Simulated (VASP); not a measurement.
# PtSe2 (db) (P-3m1) in VASP: notebook

One crystal, PtSe2 (db), is run at these levels: PBE+D3(BJ); tasks: single point.

All numbers are computed with VASP 6.6.1; they aren't measurements. Logs are shortened: lines on timing, memory, paths and dates and some standing lists are left out, and cuts for length are marked.

**1. The structure**

The structure is trigonal, space group P-3m1 (No. 164). The conventional cell has a = 3.724 Å, b = 3.724 Å, c = 5.062 Å, α = 90.00°, β = 90.00°, γ = 120.00°. Around Pt (site symmetry -3m) lie 6 Se at 2.52 Å. Se (site symmetry 3m) is surrounded by 3 Pt at 2.52 Å.

**2. Single point, PBE+D3(BJ) (the database cell kept)**

Input file INCAR:

```
  ALGO = Fast
  EDIFF = 1E-6
  ENCUT = 520
  GGA = PE
  ISIF = 2
  ISMEAR = 0
  IVDW = 12
  LASPH = T
  LCHARG = T
  LELF = T
  LREAL = F
  LVHAR = T
  LWAVE = F
  NBANDS = 18
  NELM = 100
  PREC = Accurate
  SIGMA = 0.1
```

Input file KPOINTS:

```
k-points
0
Gamma
  15 15 8
```

Input file POSCAR:

```
PtSe2
1.0
    3.7240000000      0.0000000000      0.0000000000
   -1.8620000000      3.2250786037      0.0000000000
    0.0000000000      0.0000000000      5.0620000000
Pt Se
1 2
Direct
    0.0000000000      0.0000000000      0.0000000000
    0.3333333333      0.6666666667      0.2597123440
    0.6666666667      0.3333333333      0.7402876560
```

Potentials or basis: VASP PAW PBE potentials, release 64 (Pt, Se).

On the command line:

```console
cat potpaw_PBE.64/Pt/POTCAR potpaw_PBE.64/Se/POTCAR > POTCAR
mpirun -np 1 vasp_std > vasp.out
```

OUTCAR:

```text
EDIFF = 1E-6
   ENCUT = 520
   GGA = PE
   ISIF = 2
   ISMEAR = 0
   IVDW = 12
   LASPH = T
   LREAL = F
   NELM = 100
   PREC = Accurate
 IVDW          = 12

 ion  position               nearest neighbor table
   1  0.000  0.000  0.000-   2 2.52   3 2.52   3 2.52   2 2.52   3 2.52   2 2.52
   2  0.333  0.667  0.260-   1 2.52   1 2.52   1 2.52
   3  0.667  0.333  0.740-   1 2.52   1 2.52   1 2.52

  LATTYP: Found a hexagonal cell.
 ALAT       =     3.7240000000
 C/A-ratio  =     1.3592910849

  Lattice vectors:

 A1 = (   3.7240000000,   0.0000000000,   0.0000000000)
 A2 = (  -1.8620000000,   3.2250786037,   0.0000000000)
 A3 = (   0.0000000000,   0.0000000000,   5.0620000000)

Analysis of symmetry for initial positions (statically):
=====================================================================
 Subroutine PRICEL returns:
 Original cell was already a primitive cell.

 Routine SETGRP: Setting up the symmetry group for a
 hexagonal supercell.

 Subroutine GETGRP returns: Found 12 space group operations
 (whereof 12 operations were pure point group operations)
 out of a pool of 24 trial point group operations.

The static configuration has the point symmetry D_3d.

Analysis of symmetry for dynamics (positions and initial velocities):
=====================================================================
 Subroutine PRICEL returns:
 Original cell was already a primitive cell.

 Routine SETGRP: Setting up the symmetry group for a
 hexagonal supercell.

 Subroutine GETGRP returns: Found 12 space group operations
 (whereof 12 operations were pure point group operations)
 out of a pool of 24 trial point group operations.

The dynamic configuration has the point symmetry D_3d.

 Subroutine INISYM returns: Found 12 space group operations
 (whereof 12 operations are pure point group operations),
 and found     1 'primitive' translations

----------------------------------------------------------------------------------------

                                     Primitive cell

  volume of cell :      60.7956

  direct lattice vectors                    reciprocal lattice vectors
     3.724000000  0.000000000  0.000000000     0.268528464  0.155034981  0.000000000
    -1.862000000  3.225078604  0.000000000     0.000000000  0.310069962  0.000000000
     0.000000000  0.000000000  5.062000000     0.000000000  0.000000000  0.197550375

  length of vectors
     3.724000000  3.724000000  5.062000000     0.310069962  0.310069962  0.197550375

  position of ions in fractional coordinates (direct lattice)
     0.000000000  0.000000000  0.000000000
     0.333333333  0.666666667  0.259712344
     0.666666667  0.333333333  0.740287656

  ion indices of the primitive-cell ions
   primitive index   ion index
                 1           1
                 2           2
                 3           3

----------------------------------------------------------------------------------------

 KPOINTS: k-points

Automatic generation of k-mesh.
 Grid dimensions read from file:
 generate k-points for:   15   15    8

 Generating k-lattice:

  Cartesian coordinates                     Fractional coordinates (reciprocal lattice)
     0.017901898  0.010335665  0.000000000     0.066666667  0.000000000  0.000000000
     0.000000000  0.020671331  0.000000000     0.000000000  0.066666667  0.000000000
     0.000000000  0.000000000  0.024693797     0.000000000  0.000000000  0.125000000

  Length of vectors
     0.020671331  0.020671331  0.024693797

  Shift w.r.t. Gamma in fractional coordinates (k-lattice)
     0.000000000  0.000000000  0.000000000

 Subroutine IBZKPT returns following result:
 ===========================================

 Found    192 irreducible k-points:

 Following reciprocal coordinates:
            Coordinates               Weight
  0.000000  0.000000  0.000000      1.000000
  0.066667 -0.000000  0.000000      6.000000
  0.133333 -0.000000  0.000000      6.000000
  0.200000 -0.000000  0.000000      6.000000
  0.266667 -0.000000  0.000000      6.000000
  0.333333 -0.000000  0.000000      6.000000
[... 16 lines left out ...]
  0.333333  0.200000  0.000000     12.000000
  0.400000  0.200000  0.000000      6.000000
 [... further k-points ...]
   k-points           NKPTS =    192   k-points in BZ     NKDIM =    192   number of bands    NBANDS=     18
   number of dos      NEDOS =    301   number of ions     NIONS =      3
   total plane-waves  NPLWV =  31360
   dimension x,y,z NGX =    28 NGY =   28 NGZ =   40
   dimension x,y,z NGXF=    56 NGYF=   56 NGZF=   80
   ions per type =               1   2
   NGX,Y,Z   is equivalent  to a cutoff of  12.50, 12.50, 13.14 a.u.
   NGXF,Y,Z  is equivalent  to a cutoff of  25.00, 25.00, 26.27 a.u.
 SYSTEM =  unknown system
   PREC   = accura    normal or accurate (medium, high low for compatibility)
   ISTART =      0    job   : 0-new  1-cont  2-samecut
   ICHARG =      2    charge: 1-file 2-atom 10-const
   ISPIN  =      1    spin polarized calculation?
   LNONCOLLINEAR =      F non collinear calculations
   LSORBIT =      F    spin-orbit coupling
   LASPH  =      T    aspherical Exc in radial PAW
   ENCUT  =  520.0 eV  38.22 Ry    6.18 a.u.   6.92  6.92  9.41*2*pi/ulx,y,z
   NELM   =    100;   NELMIN=  2; NELMDL= -5     # of ELM steps
   EDIFF  = 0.1E-05   stopping-criterion for ELM
   LREAL  =      F    real-space projection
   EDIFFG = 0.1E-04   stopping-criterion for IOM
   NSW    =      0    number of steps for IOM
   IBRION =     -1    ionic relax: 0-MD 1-quasi-New 2-CG
   NFREE  =      0    steps in history (QN), initial steepest desc. (CG)
   ISIF   =      2    stress and relaxation
   ISYM   =      2    0-nonsym 1-usesym 2-fastsym
   POTIM  = 0.5000    time-step for ionic-motion
   TEBEG  =    0.0;   TEEND  =   0.0 temperature during run
   PSTRESS=    0.0 pullay stress
   NELECT =      22.0000    total number of electrons
   NUPDOWN=      -1.0000    fix difference up-down
   EMIN   =  10.00;   EMAX   =-10.00  energy-range for DOS
   EFERMI =   0.00;   METHOD = LEGACY
   ISMEAR =     0;   SIGMA  =   0.10  broadening in eV -4-tet -1-fermi 0-gaus
   EFERMI_NEDOS =   21; number of points for ismear=-14 and -15
   IALGO  =     68    algorithm
   IMIX   =      4    mixing-type and parameters
     AMIX     =   0.40;   BMIX     =  1.00
     AMIX_MAG =   1.60;   BMIX_MAG =  1.00
  volume/ion in A,a.u.               =      20.27       136.76
  Fermi-wavevector in a.u.,A,eV,Ry     =   1.166608  2.204570 18.517184  1.360975
  Thomas-Fermi vector in A             =   2.303119
   LORBIT       =      0    0 simple, 1 ext, 2 COOP (PROOUT), +10 PAW based schemes
   GGA     = PE    functional components
   LHFCALC =     F    Hartree Fock is set to
   AEXX    =    0.0000 exact exchange contribution
   IVDW    =    12    specifies the selected vdW correction
   LEPSILON=     F    determine dielectric tensor
   LRPA    =     F    only Hartree local field effects (RPA)
 non-spin polarized calculation
 RMM-DIIS sequential band-by-band and
 Gauss-broadening in eV      SIGMA  =   0.10
  energy-cutoff  :      520.00
  volume of cell :       60.80
 maximum number of plane-waves:      1655
   NGX = 13   NGY = 13   NGZ = 19

 number of electron      22.0000000 magnetization

 Free energy of the ion-electron system (eV)
  ---------------------------------------------------
  ext. energy  EPLUGINS =         0.00000000
  ---------------------------------------------------
  free energy    TOTEN  =       -14.21411423 eV

  energy without entropy =      -14.21068468  energy(sigma->0) =      -14.21239946

 E-fermi :   6.4614     XC(G=0): -10.6719

 val. band max:        6.4496305216   @ k =   0.0667   0.0667   0.0000
 cond. band min:       6.4660711944   @ k =  -0.2000  -0.4667   0.1250
 fundamental gap:      0.0164406728
 Fermi energy:         6.4613955626

 k-point     1 :       0.0000    0.0000    0.0000
  band No.  band energies     occupation
      1      -9.0800      2.00000
      2      -6.3376      2.00000
      3      -0.6762      2.00000
      4       0.2996      2.00000
      5       0.2996      2.00000
      6       2.6194      2.00000
[... 10 lines left out ...]
     17      13.8673      0.00000
     18      18.4480      0.00000

 k-point     2 :       0.0667   -0.0000    0.0000
  band No.  band energies     occupation
      1      -9.0311      2.00000
      2      -6.3571      2.00000
      3      -0.6148      2.00000
      4       0.3303      2.00000
      5       0.3321      2.00000
      6       2.5559      2.00000
[... 10 lines left out ...]
     17      14.0269      0.00000
     18      17.3931      0.00000

 k-point     3 :       0.1333   -0.0000    0.0000
  band No.  band energies     occupation
      1      -8.8873      2.00000
      2      -6.4132      2.00000
      3      -0.4355      2.00000
      4       0.4172      2.00000
      5       0.4294      2.00000
      6       2.3264      2.00000
[... 10 lines left out ...]
     17      14.4473      0.00000
     18      16.0842      0.00000

 k-point     4 :       0.2000   -0.0000    0.0000
  band No.  band energies     occupation
      1      -8.6583      2.00000
      2      -6.4997      2.00000
      3      -0.1574      2.00000
      4       0.5446      2.00000
      5       0.5904      2.00000
      6       1.8447      2.00000
[... 10 lines left out ...]
     17      14.8602      0.00000
     18      15.1407      0.00000

 k-point     5 :       0.2667   -0.0000    0.0000
  band No.  band energies     occupation
      1      -8.3616      2.00000
      2      -6.6099      2.00000
      3       0.1558      2.00000
      4       0.6835      2.00000
      5       0.7677      2.00000
      6       1.2665      2.00000
[... 10 lines left out ...]
     17      14.7267      0.00000
     18      14.7868      0.00000

 k-point     6 :       0.3333   -0.0000    0.0000
  band No.  band energies     occupation
      1      -8.0238      2.00000
      2      -6.7409      2.00000
      3       0.1161      2.00000
      4       0.7634      2.00000
      5       0.7966      2.00000
      6       1.3593      2.00000
[... 10 lines left out ...]
     17      14.3142      0.00000
     18      15.4448      0.00000

 k-point     7 :       0.4000   -0.0000    0.0000
  band No.  band energies     occupation
      1      -7.6811      2.00000
      2      -6.8972      2.00000
      3      -0.3492      2.00000
      4       0.8614      2.00000
      5       1.0195      2.00000
      6       1.8481      2.00000
[... 10 lines left out ...]
     17      13.9723      0.00000
     18      16.5128      0.00000

 k-point     8 :       0.4667   -0.0000    0.0000
  band No.  band energies     occupation
      1      -7.3787      2.00000
      2      -7.0861      2.00000
      3      -0.6451      2.00000
      4       0.8856      2.00000
      5       1.2304      2.00000
      6       2.3501      2.00000
[... 10 lines left out ...]
     17      13.7890      0.00000
     18      17.4938      0.00000
[... 229 lines left out ...]
     17      15.3248      0.00000
     18      15.6930      0.00000

 k-point    20 :       0.4000    0.1333    0.0000
  band No.  band energies     occupation
      1      -7.3306      2.00000
      2      -7.0570      2.00000
      3      -0.5330      2.00000
      4       0.6810      2.00000
      5       1.3397      2.00000
      6       1.7855      2.00000
[... 10 lines left out ...]
     17      15.2770      0.00000
     18      16.6504      0.00000

 k-point    21 :       0.2000    0.2000    0.0000
  band No.  band energies     occupation
      1      -7.9554      2.00000
      2      -6.7415      2.00000
      3       0.4563      2.00000
      4       0.5872      2.00000
      5       0.8678      2.00000
      6       1.1924      2.00000
[... 10 lines left out ...]
     17      15.0597      0.00000
     18      15.1548      0.00000

 k-point    22 :       0.2667    0.2000    0.0000
  band No.  band energies     occupation
      1      -7.6558      2.00000
      2      -6.8475      2.00000
      3       0.0481      2.00000
      4       0.6145      2.00000
      5       0.9610      2.00000
      6       1.3793      2.00000
[... 10 lines left out ...]
     17      15.0257      0.00000
     18      15.7236      0.00000

 k-point    23 :       0.3333    0.2000    0.0000
  band No.  band energies     occupation
      1      -7.3852      2.00000
      2      -6.9690      2.00000
      3      -0.3156      2.00000
      4       0.5752      2.00000
      5       1.0636      2.00000
      6       1.5443      2.00000
[... 10 lines left out ...]
     17      15.5319      0.00000
     18      16.1293      0.00000

 k-point    24 :       0.4000    0.2000    0.0000
  band No.  band energies     occupation
      1      -7.2211      2.00000
      2      -7.0762      2.00000
      3      -0.4525      2.00000
      4       0.5574      2.00000
      5       1.0964      2.00000
      6       1.5900      2.00000
[... 10 lines left out ...]
     17      15.6876      0.00000
     18      16.6241      0.00000

 [... further k-points ...]

------------------------ aborting loop because EDIFF is reached ----------------------------------------

 Edisp (eV)   -1.43343

 E8    (eV) :    -0.6155

  FORCE on cell =-STRESS in cart. coord.  units (eV):
  Direction    XX          YY          ZZ          XY          YZ          ZX
  --------------------------------------------------------------------------------------
  -------------------------------------------------------------------------------------
  Total       0.48718     0.48718    -0.53930     0.00000     0.00000     0.00000
  in kB      12.83883    12.83883   -14.21233     0.00000     0.00000     0.00000
  external pressure =        3.82 kB  Pullay stress =        0.00 kB

 VOLUME and BASIS-vectors are now :
 -----------------------------------------------------------------------------
  energy-cutoff  :      520.00
  volume of cell :       60.80
      direct lattice vectors                 reciprocal lattice vectors
     3.724000000  0.000000000  0.000000000     0.268528464  0.155034981  0.000000000
    -1.862000000  3.225078604  0.000000000     0.000000000  0.310069962  0.000000000
     0.000000000  0.000000000  5.062000000     0.000000000  0.000000000  0.197550375

 POSITION                                       TOTAL-FORCE (eV/Angst)
 -----------------------------------------------------------------------------------
      0.00000      0.00000      0.00000        -0.000000      0.000000      0.000000
     -0.00000      2.15005      1.31466         0.000000     -0.000000      0.005157
      1.86200      1.07503      3.74734        -0.000000      0.000000     -0.005157
 -----------------------------------------------------------------------------------
    total drift:                               -0.000000     -0.000000     -0.000000

  FREE ENERGIE OF THE ION-ELECTRON SYSTEM (eV)
  ---------------------------------------------------
  free  energy   TOTEN  =       -15.6475458841 eV

  energy  without entropy=      -15.6441163344  energy(sigma->0) =      -15.64583111
```

Run time: 1.8 min. Hardware: 1 thread of AMD EPYC 9R45 (Zen 5), shared host; peak memory 0.31 GiB.

What came out:

| Item | Value |
| --- | --- |
| Free energy | -15.6475 eV |
| Pressure | 0.4 GPa |
| Largest force | 0.005 eV/Å |
| Band gap on the k mesh | none (metal or under the smearing width) |
| Dispersion energy per atom | -0.478 eV |

Forces in eV/Å, atoms in the order of the input:
```
Pt   0.000  0.000  0.000
Se   0.000  0.000  0.005
Se   0.000  0.000 -0.005
```

Caveat: pairwise dispersion overbinds metals, which lowers pressure and volume. Spin-orbit coupling is left out, which matters for the levels of Pt.

**3. Single point, PBE+D3(BJ)**

Input file INCAR:

```
PREC = Accurate ; ENCUT = 520
EDIFF = 1E-6 ; ISMEAR = 0
SIGMA = 0.1 ; LREAL = False
LASPH = True ; NELM = 100
ALGO = Fast ; ISIF = 2
LWAVE = False ; LCHARG = True
GGA = PE ; IVDW = 12
LELF = True ; LVHAR = True
NBANDS = 18
```

Input file KPOINTS:

```
regular mesh
0
Gamma
  15 15 8
```

POSCAR is that of step 2.

Potentials or basis: VASP PAW PBE potentials, release 64 (Pt, Se).

On the command line:

```console
cat potpaw_PBE.64/Pt/POTCAR potpaw_PBE.64/Se/POTCAR > POTCAR
mpirun -np 1 vasp_std > vasp.out
```

Run time: 1.7 min. Hardware: 1 thread of AMD EPYC 9R45 (Zen 5), shared host; peak memory 0.31 GiB.

The run converged. Its results:

* Free energy: -15.6475 eV
* Pressure: 0.4 GPa
* Largest force: 0.005 eV/Å
* Band gap on the k mesh: none (metal or under the smearing width)
* Dispersion energy per atom: -0.478 eV

Forces in eV/Å, atoms in the order of the input:
```
Pt   0.000  0.000  0.000
Se   0.000  0.000  0.005
Se   0.000  0.000 -0.005
```

Stress tensor (GPa, compression positive):
```
 1.28  0.00  0.00
 0.00  1.28  0.00
 0.00  0.00 -1.42
```

Levels at points of the mesh, in eV from the Fermi level:
| k point | band 9 | band 10 | band 11 | band 12 | band 13 | band 14 |
| --- | --- | --- | --- | --- | --- | --- |
| (0.00, 0.00, 0.00) | -0.94 | -0.94 | 0.55 | 1.29 | 1.29 | 3.64 |
| (0.00, 0.00, 0.50) | -1.74 | -1.48 | -1.48 | 2.26 | 2.26 | 4.90 |

Caveat: pairwise dispersion overbinds metals, which lowers pressure and volume.
